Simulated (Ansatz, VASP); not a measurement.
Two plane-wave programs on Pb

Contents of INCAR:

```
ALGO     = Normal         # electronic algorithm
EDIFF    = 1E-6           # SCF threshold, eV
EDIFFG   = -0.04          # ionic threshold
ENCUT    = 600            # plane-wave cutoff, eV
GGA      = PE             # functional
IBRION   = 2              # ionic algorithm
ISIF     = 3              # what is computed and relaxed
ISMEAR   = 0              # smearing method
LASPH    = T              # aspherical terms in the spheres
LCHARG   = F              # write CHGCAR
LREAL    = F              # projectors in reciprocal space
LWAVE    = F              # write WAVECAR
NELM     = 60             # most SCF steps
NSW      = 90             # ionic steps
PREC     = Accurate       # precision mode
SIGMA    = 0.1            # smearing width, eV
```

The input KPOINTS:

```
k-points
0
Gamma
  6 6 6
```

Contents of POSCAR:

```
Pb
1.0
    2.2156673973      1.2792161683      3.8572758555
   -2.2156673973      1.2792161683      3.8572758555
    0.0000000000     -2.5584323365      3.8572758555
Pb
2
Direct
    0.2336400000      0.2336400000      0.2336400000
    0.7663600000      0.7663600000      0.7663600000
```

Input for Ansatz:

```yaml
crystal:
  lattice:
    - [2.2156673973, 1.2792161683, 3.8572758555]
    - [-2.2156673973, 1.2792161683, 3.8572758555]
    - [0.0, -2.5584323365, 3.8572758555]
  atoms:
    - { symbol: Pb, position: [0.23364, 0.23364, 0.23364] }
    - { symbol: Pb, position: [0.76636, 0.76636, 0.76636] }
basis:
  ecutwfc: 420
kpoints:
  mp_grid: { grid: [6, 6, 6] }
hamiltonian:
  xc: pbe
scf:
  occupations: { method: gaussian, width: 0.1 }
  lower_state_search: "off"
output:
  forces: true
  stress: true
  eigenvalues: true
relax:
  adjacent_minimum: "off"
  f_tol: 0.04
  max_steps: 70
  cell: { stress_tol: 0.4 }
```

Alike in both runs: task relaxation of cell and atoms; functional PBE; k mesh 6 × 6 × 6; occupations gaussian, width 0.1 eV; no spin polarisation.

|  | VASP | Ansatz |
| --- | --- | --- |
| version | VASP 6.6.1 | Ansatz 0.2.0 |
| potentials or method | VASP PAW PBE potentials, release 64 (Pb_d) | scalar-relativistic, plane waves, PAW |
| plane-wave cutoff (eV) | 600 | 420 |
| valence electrons in the cell | 28 | 28 |

```tsv
	VASP	Ansatz	Ansatz less VASP
gap on the k mesh at the Fermi level, each at its own relaxed structure (eV)	none	none	-
relaxed volume (Å³/atom)	34.42	34.41	-0.011
relaxed cell length with the largest relative difference (Å)	4.569	4.601	+0.0319
energy change over the relaxation (meV/atom)	-124	-124	-0.5
```

A gap of «none» marks a metal or a gap that the smearing closes.

The runs have no spin-orbit coupling, so splittings on Pb are missing.
